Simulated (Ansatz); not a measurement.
# Al36H: the cost of one run

Method: DFT PBE+D3(BJ), scalar-relativistic, plane waves, PAW, in Ansatz 0.2.0.

3 further runs of the same task are left out: 1 that didn't finish, 2 set aside as unsound or not needed. Runs told in other sessions of the task aren't counted.

## 1. The system as given

It takes space group P6_3/mmc (No. 194, hexagonal). Conventional cell: a = 2.827 Å, b = 2.827 Å, c = 9.186 Å, α = 90.00°, β = 90.00°, γ = 120.00°. Al (site symmetry -3m) has 12 Al at 2.82 to 2.83 Å in its first shell of neighbours. Al (site symmetry -6m2) is surrounded by 12 Al at 2.82 to 2.83 Å.

As a file:

```cif
data_structure
_symmetry_space_group_name_H-M 'P6_3/mmc'
_symmetry_Int_Tables_number 194
_cell_length_a 2.8271
_cell_length_b 2.8271
_cell_length_c 9.1860
_cell_angle_alpha 90.000
_cell_angle_beta 90.000
_cell_angle_gamma 120.000
_cell_volume 63.58
loop_
_atom_site_label
_atom_site_type_symbol
_atom_site_symmetry_multiplicity
_atom_site_Wyckoff_symbol
_atom_site_fract_x
_atom_site_fract_y
_atom_site_fract_z
_atom_site_occupancy
Al1 Al 2 a 0.00000 0.00000 0.00000 1
Al2 Al 2 c 0.33333 0.66667 0.25000 1
```

Source of the structure: the Materials Project (structure only).

## 6. The grid

Atoms count from 1 in the order of the input.

H is moved over the surface cell at a fixed height above a rigid substrate; the origin of the map has the adsorbate above Al33; the height is held at 2.50 Å.

- position of H37 along the first surface vector, from above Al33: 6 values from 0.000 to 0.833, periodic
- position of H37 along the second surface vector, from above Al33: 6 values from 0.000 to 0.833, periodic

Nothing else is relaxed. Points are written as (first, second).

The two vectors of the plane (Å): (2.814, 0.000, 0.000); (-1.407, 2.437, 0.000).

(The set-up runs are not shown.)

## 7. The run at (0/6, 0/6) of the map's two axes

Input file input.yaml:

```yaml
crystal:
  lattice:
    - [5.6288445221, 0.0, 0.0]
    - [-2.814422261, 4.8747223501, 0.0]
    - [0.0, 0.0, 35.8073562139]
  atoms:
    - { symbol: Al, position: [0.1666666667, 0.3333333333, 0.1117088895] }
    - { symbol: Al, position: [0.1666666667, 0.8333333333, 0.1117088895] }
    - { symbol: Al, position: [0.6666666667, 0.3333333333, 0.1117088895] }
    - { symbol: Al, position: [0.6666666667, 0.8333333333, 0.1117088895] }
    - { symbol: Al, position: [0.0, 0.0, 0.1762280837] }
    - { symbol: Al, position: [0.0, 0.5, 0.1762280837] }
    - { symbol: Al, position: [0.5, 0.0, 0.1762280837] }
    - { symbol: Al, position: [0.5, 0.5, 0.1762280837] }
    - { symbol: Al, position: [0.3333333333, 0.1666666667, 0.240747278] }
    - { symbol: Al, position: [0.3333333333, 0.6666666667, 0.240747278] }
    - { symbol: Al, position: [0.8333333333, 0.1666666667, 0.240747278] }
    - { symbol: Al, position: [0.8333333333, 0.6666666667, 0.240747278] }
    - { symbol: Al, position: [0.0, 0.0, 0.3052664723] }
    - { symbol: Al, position: [0.0, 0.5, 0.3052664723] }
    - { symbol: Al, position: [0.5, 0.0, 0.3052664723] }
    - { symbol: Al, position: [0.5, 0.5, 0.3052664723] }
    - { symbol: Al, position: [0.1666666667, 0.3333333333, 0.3692823671] }
    - { symbol: Al, position: [0.1666666667, 0.8333333333, 0.3692823671] }
    - { symbol: Al, position: [0.6666666667, 0.3333333333, 0.3692823671] }
    - { symbol: Al, position: [0.6666666667, 0.8333333333, 0.3692823671] }
    - { symbol: Al, position: [0.0, 0.0, 0.4332765596] }
    - { symbol: Al, position: [0.0, 0.5, 0.4332765596] }
    - { symbol: Al, position: [0.5, 0.0, 0.4332765596] }
    - { symbol: Al, position: [0.5, 0.5, 0.4332765596] }
    - { symbol: Al, position: [0.3333333333, 0.1666666667, 0.4981718464] }
    - { symbol: Al, position: [0.3333333333, 0.6666666667, 0.4981718464] }
    - { symbol: Al, position: [0.8333333333, 0.1666666667, 0.4981718464] }
    - { symbol: Al, position: [0.8333333333, 0.6666666667, 0.4981718464] }
    - { symbol: Al, position: [0.0, 0.0, 0.5626837009] }
    - { symbol: Al, position: [0.0, 0.5, 0.5626837009] }
    - { symbol: Al, position: [0.5, 0.0, 0.5626837009] }
    - { symbol: Al, position: [0.5, 0.5, 0.5626837009] }
    - { symbol: Al, position: [0.1666666667, 0.3333333333, 0.6285679423] }
    - { symbol: Al, position: [0.1666666667, 0.8333333333, 0.6285679423] }
    - { symbol: Al, position: [0.6666666667, 0.3333333333, 0.6285679423] }
    - { symbol: Al, position: [0.6666666667, 0.8333333333, 0.6285679423] }
    - { symbol: H, position: [0.1666666667, 0.3333333333, 0.6983859982] }
basis:
  ecutwfc: 420
kpoints:
  mp_grid: { grid: [6, 6, 1] }
hamiltonian:
  xc: pbe
  pseudopotentials: { kind: paw, azcp: { folder: soft_1 } }
  dispersion: d3bj
scf:
  occupations: { method: gaussian, width: 0.1 }
output:
  forces: true
  eigenvalues: true
efield:
  axis: 3
  dipole_correction: true
  ramp_width: 0.04
```

Command:

```sh
ansatz run input.yaml --threads 2 --pin off --max-ram 6144MiB --backend cpu --events-out ev --progress --plain --runs-dir out
```

Q: Estimate wall time and peak memory on 2 threads of Intel Xeon Platinum 8488C (Sapphire Rapids), shared host.

About 25 s, with a peak of 1.5 GiB.
